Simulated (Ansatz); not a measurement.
BaZrO3: band gap and least direct gap against volume per atom

All results are calculated (Ansatz 0.2.0). Band levels at named k points (names of the unstrained cell) at fixed atoms, from the valence top (v1 top filled band, c1 lowest empty), gap the least over mesh, points and any path between them, spin-unpolarised plane waves, DDH-PBE0 mixes 1/eps_inf of exact exchange.

Cell of the first row (space group Pm-3m, No. 221):
```
CELL_PARAMETERS angstrom
4.03710 0.00000 0.00000
0.00000 4.03710 0.00000
0.00000 0.00000 4.03710
ATOMIC_POSITIONS crystal
Ba 0.00000 0.00000 0.00000
Zr 0.50000 0.50000 0.50000
O 0.50000 0.50000 0.00000
O 0.50000 0.00000 0.50000
O 0.00000 0.50000 0.50000
```

Settings of every row: periodic directions 3; functional r2SCAN; spin orbit no; potentials PAW; wave cutoff 500 eV; k mesh 6x6x6; smearing width 0 eV.

Point:
| name | a (fraction of the reciprocal vector) | b (fraction of the reciprocal vector) | c (fraction of the reciprocal vector) |
| --- | --- | --- | --- |
| Gamma | 0 | 0 | 0 |
| X | 0 | 0.5 | 0 |
| M | 0.5 | 0.5 | 0 |
| R | 0.5 | 0.5 | 0.5 |

Limits: semilocal functionals tend to give too small a gap; no spin-orbit coupling, which shifts gaps with heavier elements (BaZrO3).

| row | volume per atom (Å³) | band gap (eV) | least direct gap (eV) |
| --- | --- | --- | --- |
| 1 | 13.16 | 4.03 | 4.061 |
| 2 | 13.575 | 3.959 | 4.053 |
| 3 | 14 | 3.886 | 4.032 |
| 4 | 14.433 | 3.81 | 4 |
| 5 | 14.874 | 3.731 | 3.959 |
| 6 | 15.325 | 3.651 | 3.909 |
| 7 | 15.785 | 3.569 | 3.853 |
| 8 | 16.254 | ? | ? |
| 9 | 16.732 | 3.4 | 3.722 |

Question: what band gap and least direct gap should row 8 give?

Worked fit of band gap. Take t = volume per atom − 15, in Å³. The shown rows have t = -1.84, -1.425, -1, -0.567, -0.126, 0.325, 0.785, 1.732. Their means are -0.2645 and 3.7545 eV; the sums about the means are S_tt = 9.916 and S_ty = -1.752, whose ratio is the slope. Least squares give band gap = 3.7078 − 0.17665 × t eV. The rows lie off it by -0.003, -0.001, 0.002, 0.002, 0.001, 0.001, 0.000, -0.002. The withheld row has t = 1.254, so the fit gives 3.7078 − 0.17665 × (1.254) = 3.486 eV.

The calculation gave 3.485 eV. The fit lies 0.001 eV (0.16 % of the column's range) above it, one unit of the last digit.

Worked fit of least direct gap. Take t = volume per atom − 15, in Å³. The shown rows have t = -1.84, -1.425, -1, -0.567, -0.126, 0.325, 0.785, 1.732. Least squares give least direct gap = 3.9469 − 0.09923 × t − 0.01872 × t² eV; a straight line predicts inner rows, each left out in turn, worse (root mean square 0.019 against 0.0045 eV). The rows lie off it by -0.005, 0.003, 0.005, 0.003, 0.000, -0.004, -0.004, 0.003 (root mean square 0.0037 eV), a smooth pattern that one more power would take up: the form is only approximate. The withheld row has t = 1.254, so the fit gives 3.9469 − 0.09923 × (1.254) − 0.01872 × (1.254)² = 3.793 eV.

The calculation gave 3.79 eV. The fit lies 0.003 eV (0.88 % of the column's range) above it; its largest miss of a shown row is 0.005 eV.
